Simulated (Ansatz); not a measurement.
Reactions of C$_{5}$H$_{12}$O (`CCC(C)CO`).

Isolated molecules relaxed with PBE0-D4/def2-TZVP in Ansatz; ΔE leaves out vibrations. CCSD(T)/CBS is the MP2 limit (def2-TZVPP, def2-QZVPP) plus CCSD(T) − MP2 in def2-TZVPP, frozen cores. This one scheme is used for every species. For Br outer-core shells are correlated without core-valence functions, which leaves a few kJ/mol of doubt a bond. Scalar relativity is left out up to krypton. One conformer a species, not always the lowest.

**Question.** Order these by ΔE at CCSD(T)/CBS, lowest first. (Best estimate.)
A. `CCC(C)CO` + HBr → `CCC(C)Br` + CH₃OH
B. `CCC(C)CO` + `[AlH2][SiH2]S` → `[CH3][AlH][SiH2]S` + `CC(C)CO`
C. `CCC(C)CO` + SiH₄ → `CC([SiH3])CO` + `CC`
D. `CCC(C)CO` + `OC[SiH2]O` → `COC[SiH2]O` + `CCCCO`
E. `CCC(C)CO` + `O[SiH](F)S[SiH2]Cl` → `CO[SiH](F)S[SiH2]Cl` + `CC(C)CO`
F. `CCC(C)CO` + `O[SiH2]O` → `OCO[SiH2]O` + `CCCC`

**Answer.** B (-11.2 kcal/mol), C (-5.4 kcal/mol), A (+2.4 kcal/mol), F (+5.3 kcal/mol), D (+11.2 kcal/mol), E (+13.2 kcal/mol).

Largest T1 diagnostic: 0.012, for `OCO[SiH2]O`.
